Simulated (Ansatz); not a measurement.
# TePb under changes of volume

One of the cells (33.730 Å³/atom); the others are scaled copies at fixed shape and fractional positions:

```
Pb Te
1.0
     0.00000    3.23100    3.23100
     3.23100    0.00000    3.23100
     3.23100    3.23100    0.00000
Pb Te
1 1
Direct
  0.00000 0.00000 0.00000
  0.50000 0.50000 0.50000
```

| Property | Result |
| --- | --- |
| Program | Ansatz 0.2.0 |
| Functional | BLYP |
| Potentials or basis | Ansatz PAW |
| Cutoff | 420 eV (not typed: the program's choice for these potentials) |
| k mesh | 7 × 7 × 7 |
| Occupations | fermi-dirac, width 0.05 eV |
| Spin | no spin polarisation |

```csv
volume (Å³/atom),energy over the lowest point (meV/atom),pressure (GPa)
31.706,?,?
32.380,103.08,7.7
33.055,73.20,6.5
33.730,48.41,5.3
34.404,28.23,4.3
35.079,12.23,3.3
35.753,0.00,2.5
```

Question: What does the run at 31.706 Å³/atom give?

Answer: Energy over the lowest point 138.63 meV/atom; pressure 9.2 GPa.

Worked out: A Birch-Murnaghan fit of order 3 (a polynomial in V^(-2/3)) to the other rows has no minimum within the range. It gives 138.53 meV/atom at 31.706 Å³/atom, against the run's 138.63, and -dE/dV = 9.1 GPa, against 9.2.

Energies are extrapolated to zero smearing.

Caveats: the PAW data sets come from PBE, with cores solved anew for the run's functional, which leaves a small shift of forces and pressure.
